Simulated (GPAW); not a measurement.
# The basis that the transmission of a Sb chain with one P atom in line needs, part 2 of 2

Aim: T(E), conductance and thermopower of a Sb chain with one P atom in line, and what cheaper settings cost in accuracy.

GPAW 26.7.0; GPAW LCAO, PAW setups; Landauer transmission from Green's functions with principal layers (ASE), zero bias.

So far, transmission at the Fermi level (one spin): step 2 (GPAW, dzp, PBE, GPAW) 2.90; step 3 (basis szp(dzp), PBE, GPAW) 2.89; step 4 (basis sz(dzp), PBE, GPAW) 2.87; step 5 (revPBE) 2.90.

## Step 8: Mixing 0.25, SCF mesh 1×1×1

Mixing changes the road to self-consistency, not its end. The mixing history changes the road to self-consistency, not its end. The SCF mesh sets the Fermi level of the repeated cell. The lead's own mesh along the current sets its density and potential; where the lead is aligned to the junction's end layer, a rigid shift drops out.

This step: GPAW LCAO, PAW setups; Landauer transmission from Green's functions with principal layers (ASE), zero bias (GPAW 26.7.0).

File run.py:

```python
import json
import numpy as np
from ase import Atoms
from ase.transport.calculators import TransportCalculator
from gpaw import GPAW, FermiDirac
from gpaw.lcao.tools import get_lcao_hamiltonian
from scipy.linalg import eigh

# The junction with lead layers at both ends, along the third cell vector
device = Atoms(
    ['Sb', 'Sb', 'Sb', 'Sb', 'P', 'Sb', 'Sb', 'Sb', 'Sb'],
    positions=[
        [4.50000, 4.50000, 1.37500],
        [4.50000, 4.50000, 4.12500],
        [4.50000, 4.50000, 6.87500],
        [4.50000, 4.50000, 9.62500],
        [4.50000, 4.50000, 12.00740],
        [4.50000, 4.50000, 14.38980],
        [4.50000, 4.50000, 17.13980],
        [4.50000, 4.50000, 19.88980],
        [4.50000, 4.50000, 22.63980]],
    cell=[[9.0, 0.0, 0.0], [0.0, 9.0, 0.0], [0.0, 0.0, 24.0148]],
    pbc=True)

# One principal layer of the lead: the first 2 atoms of the device
lead = Atoms(
    ['Sb', 'Sb'],
    positions=[
        [4.50000, 4.50000, 1.37500],
        [4.50000, 4.50000, 4.12500]],
    cell=[[9.0, 0.0, 0.0], [0.0, 9.0, 0.0], [0.0, 0.0, 5.5]],
    pbc=True)

settings = dict(mode='lcao', basis='dzp', xc='PBE', h=0.2,
                occupations=FermiDirac(0.1), maxiter=250,
                mixer=dict(beta=0.25, nmaxold=5, weight=100.0),
                convergence=dict(density=0.0001))
energies = np.arange(-3, 3 + 1e-9, 0.075)
eta = 0.0001
n1, n2 = 1, 1
# k and -k transmit alike, so half of the mesh across the current serves
mesh = [(i, j) for i in range(n1) for j in range(n2) if (i, j) <= (-i % n1, -j % n2)]
weights = np.array([1 if (i, j) == (-i % n1, -j % n2) else 2 for i, j in mesh]) / (n1 * n2)

# [... helper functions left out ...]
fermi_lead = ground_state(lead, (1, 1, 40), 'lead.txt')
fermi_device = ground_state(device, (1, 1, 1), 'device.txt')
# [... loop over the mesh left out, but for ...]
        # Shift the lead onto the potential of the device's first layer
        shift = ((H[:, 0, 0] - H0[:, 0, 0]) / S0[0, 0]).real.mean()
# [...]
kT = 8.617333e-5 * 300
bias = [0.1, 0.2, 0.5, 1.0, 1.5, 2.0]
# [... integrals and printing left out ...]
```

On the command line:

```
$ OMP_NUM_THREADS=1 OPENBLAS_NUM_THREADS=1 python run.py
```

Log:

```text
basis functions: device 197, principal layer 46
Fermi level: lead -3.1638 eV, device -3.2864 eV; lead shifted by 0.1619 eV
largest coupling past the next layer 7.84e-05 eV, largest misfit of the first layer 0.131 eV
  E-E_F (eV)   T (one spin)  [channel counts left out]
    -3.000    7.8430e-01
    -2.925    7.8740e-01
    -2.850    7.9050e-01
    -2.775    7.9368e-01
    -2.700    7.9697e-01
    -2.625    8.0042e-01
    -2.550    8.0404e-01
    -2.475    8.0783e-01
    -2.400    8.1180e-01
    -2.325    8.1592e-01
    -2.250    8.2019e-01
    -2.175    8.2458e-01
    -2.100    8.2907e-01
    -2.025    8.3362e-01
    -1.950    8.3822e-01
    -1.875    8.4282e-01
[...]
2.475    9.5077e-01
     2.550    9.5258e-01
     2.625    9.5437e-01
     2.700    9.5614e-01
     2.775    9.5786e-01
     2.850    9.5955e-01
     2.925    9.6119e-01
     3.000    9.6278e-01
conductance at 300 K: 2.9011 G0 a cell; thermopower -0.2081 uV/K
current from the zero-bias T(E) at 0.1 V: 22.477 uA
current from the zero-bias T(E) at 0.2 V: 44.945 uA
current from the zero-bias T(E) at 0.5 V: 112.23 uA
current from the zero-bias T(E) at 1.0 V: 223.73 uA
current from the zero-bias T(E) at 1.5 V: 334.26 uA
current from the zero-bias T(E) at 2.0 V: 442.25 uA
```

Run time: 26 s. Hardware: 1 thread of Arm Neoverse V1, shared host; peak memory 0.74 GiB.

The run finished with changed settings (beta = 0.25, nmaxold = 5, scf_mesh = [1, 1, 1] and lead_nz = 40); it serves as a test.

Side by side:

| quantity | this run | sound run | difference |
| --- | --- | --- | --- |
| conductance (G₀) | 2.9011 | 2.8991 | 0.00204 |
| largest coupling past the next principal layer (eV) | 7.838e-5 | 7.838e-5 | 5.3e-9 |
| largest misfit of the first principal layer (eV) | 0.13104 | 0.021498 | 0.110 |
| shift that aligns the lead (eV) | 0.16188 | 4.806e-5 | 0.162 |
| transmission at the Fermi level (one spin) | 2.9018 | 2.8994 | 0.00248 |

One result that differs is the largest misfit of the first principal layer, 0.131 eV against 0.0215 eV.

## Step 9: Another change of settings

A last run, with other settings again.

Changes to run.py since step 8:

```diff
@@ -24,9 +24,8 @@
 
-# One principal layer of the lead: the first 2 atoms of the device
+# One principal layer of the lead: the first 1 atoms of the device
 lead = Atoms(
-    ['Sb', 'Sb'],
+    ['Sb'],
     positions=[
-        [4.50000, 4.50000, 1.37500],
-        [4.50000, 4.50000, 4.12500]],
-    cell=[[9.0, 0.0, 0.0], [0.0, 9.0, 0.0], [0.0, 0.0, 5.5]],
+        [4.50000, 4.50000, 1.37500]],
+    cell=[[9.0, 0.0, 0.0], [0.0, 9.0, 0.0], [0.0, 0.0, 2.75]],
     pbc=True)
@@ -34,4 +33,4 @@
 settings = dict(mode='lcao', basis='dzp', xc='PBE', h=0.2,
-                occupations=FermiDirac(0.1), maxiter=250,
-                mixer=dict(beta=0.25, nmaxold=5, weight=100.0),
+                occupations=FermiDirac(0.1), maxiter=50,
+                mixer=dict(beta=0.1, nmaxold=8, weight=100.0),
                 convergence=dict(density=0.0001))
@@ -45,4 +44,4 @@
 # [... helper functions left out ...]
-fermi_lead = ground_state(lead, (1, 1, 40), 'lead.txt')
-fermi_device = ground_state(device, (1, 1, 1), 'device.txt')
+fermi_lead = ground_state(lead, (1, 1, 20), 'lead.txt')
+fermi_device = ground_state(device, (1, 1, 3), 'device.txt')
 # [... loop over the mesh left out, but for ...]
```

Log:

```text
LinAlgError: The leading minor of order 21 of B is not positive definite. The factorization of B could not be completed and no eigenvalues or eigenvectors were computed.
```

Elapsed: 21 s, on 1 thread; peak memory 0.77 GiB.

The run ended with an error.

The program's message: “LinAlgError: The leading minor of order 21 of B is not positive definite. The factorization of B could not be completed and no eigenvalues or eigenvectors were computed.”

The change that led to it: n_lead = 1 and period = 2.75.

## Step 10: Results

* conductance: 2.90 G₀
* transmission at the Fermi level, mean of the spins: 2.90
* thermopower: about 0 (under 1.5 μV/K)

In words: In the dzp basis the junction conducts 2.90 G₀ at 300 K, with T = 2.90 a spin at the Fermi level; the sz basis reaches that conductance within 10 %. At the Fermi level the three most open eigenchannels pass 1.00, 1.00 and 0.90. Measured against the first run (dzp), the nearest curve is that of dzp-revPBE (r.m.s. 0.0093) and the farthest that of sz (0.14). Over the compared runs wall time goes from 17 s (sz) to 26 s (dzp-revPBE), on a shared host. The geometry was built from estimated bond lengths and not relaxed, so the numbers describe this model structure. The run had no spin polarisation, so a magnetic state, which chains and small molecules with open shells often have, wasn't tested. Spin-orbit coupling is left out, which matters for the heavy atoms here. An evenly spaced straight chain is an idealisation: free chains tend to dimerise, zigzag or, where a band edge lies near the Fermi level, turn magnetic. The currents use the zero-bias T(E) throughout, which holds only while the bias is small against the distance to the nearest feature. The energy step is wider than the thermal energy, so the conductance and thermopower rest on interpolation of T(E).

[Logs are printed without paths, hosts, clocks, repeated set-up lines and the standing remarks that a program may print on its own settings, such as how far it seeks lower states.]

[Hosts, paths, dates, database ids (printed as entryN), source tags and the programs' standing remarks are cut or masked in the printed files.]
